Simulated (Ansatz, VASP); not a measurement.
## One calculation of Y, two programs

```
CELL_PARAMETERS angstrom
0.00000 2.55041 2.55041
2.55041 0.00000 2.55041
2.55041 2.55041 0.00000
ATOMIC_POSITIONS crystal
Y 0.00000 0.00000 0.00000
```

Alike in both runs: functional r2SCAN; k mesh 11 × 11 × 11; occupations fermi-dirac, width 0.05 eV; collinear spin.

Ansatz relaxed the structure, and its values are those at the end. VASP's run is a single point on that final structure, the one shown.

```csv
,VASP,Ansatz
version,VASP 6.6.1,Ansatz 0.2.0
potentials or method,"VASP PAW PBE potentials, release 64 (Y_sv)","plane waves (500 eV) with PAW, scalar-relativistic"
plane-wave cutoff (eV),520,500
valence electrons in the cell,11,11
```

Ansatz gave:

| Item | Value |
| --- | --- |
| pressure (GPa) | 0.0 |
| net moment per atom (μB) | 0.00 |

**Question.** Which values does VASP return?

**Answer.** Pressure (GPa): 0.1; net moment per atom (μB): 0.00.

Ansatz warned: «seeded_moment_not_kept».

Caveats: the PAW data sets were made with another functional, which shifts forces and pressure a little (VASP).
